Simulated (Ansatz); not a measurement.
**SnSe: response to strain**

Aim: deform SnSe (z strained by +1.5 % at fixed volume) and compute stress, forces and field gradients with LAPW, PAW and all-electron datasets made for the crystal.

Program: Ansatz 0.2.0. Level of theory: DFT PBE, scalar-relativistic. These are calculated values, not measurements.

### 1 The structure to begin with

It takes space group Fm-3m (No. 225, cubic). Conventional cell: a = 6.020 Å, b = 6.020 Å, c = 6.020 Å, α = 90.00°, β = 90.00°, γ = 90.00°. Sn (site symmetry m-3m) has 6 Se at 3.01 Å in its first shell of neighbours. Se (site symmetry m-3m) is surrounded by 6 Sn at 3.01 Å.

As a file:

```cif
data_structure
_symmetry_space_group_name_H-M 'P 1'
_symmetry_Int_Tables_number 1
_cell_length_a 4.2568
_cell_length_b 4.2568
_cell_length_c 4.2568
_cell_angle_alpha 60.000
_cell_angle_beta 60.000
_cell_angle_gamma 60.000
_cell_volume 54.54
loop_
_atom_site_label
_atom_site_type_symbol
_atom_site_fract_x
_atom_site_fract_y
_atom_site_fract_z
_atom_site_occupancy
Sn1 Sn 0.00000 0.00000 0.00000 1
Se1 Se 0.50000 0.50000 0.50000 1
```

Atoms are numbered in the order of the input: Sn1, Se2.

### 2 The deformed structure

Space group Fm-3m before, I4/mmm after.

### 3 Full-potential LAPW

File input.yaml:

```yaml
crystal:
  lattice:
    - [0.0, 2.9876758353, 3.05515]
    - [2.9876758353, 0.0, 3.05515]
    - [2.9876758353, 2.9876758353, 0.0]
  atoms:
    - { symbol: Sn, position: [0.0, 0.0, 0.0] }
    - { symbol: Se, position: [0.5, 0.5, 0.5] }
kpoints:
  mp_grid: { grid: [9, 9, 9] }
scf:
  occupations: { method: fermi_dirac, width: 0.02 }
hamiltonian:
  xc: pbe
  pseudopotentials: { kind: all_electron, lapw: { basis_error: 0.00025 } }
output:
  forces: true
  stress: true
  eigenvalues: true
```

On the command line:

```console
$ ansatz run input.yaml --threads 1 --pin off --max-ram 2048MiB --backend cpu --events-out ev --progress --plain --runs-dir out
```

### 4 PAW with frozen cores

input.yaml: that of step 3 with these lines changed.

```diff
@@ -14,3 +14,3 @@
   xc: pbe
-  pseudopotentials: { kind: all_electron, lapw: { basis_error: 0.00025 } }
+  pseudopotentials: { kind: paw }
 output:
@@ -19 +19,2 @@
   eigenvalues: true
+  efg: { contact_densities: true }
```

### 5 Datasets made for this crystal

input.yaml: that of step 4 with these lines changed.

```diff
@@ -14,3 +14,3 @@
   xc: pbe
-  pseudopotentials: { kind: paw }
+  pseudopotentials: { kind: all_electron, datasets: crystal }
 output:
```

(Steps that only read results are left out.)

Before running it: what results should come out? Wanted: pressure; largest shear or deviatoric stress.

**Answer**, as computed:

| quantity | value |
| --- | --- |
| pressure | LAPW 1.09, PAW 1.10, crystal datasets 1.09 GPa |
| largest shear or deviatoric stress (LAPW) | 1.74 GPa |

The largest part of the stress beyond the pressure is 1.74 GPa in size, in the zz component; the atoms are carried along and not relaxed. No run of the undeformed cell stands beside it, so pressure and stress hold what the given cell had before the change, as far as its symmetry allows. PAW: stress within 0.01 GPa of LAPW. Crystal datasets: stress within 0.01 GPa of LAPW.
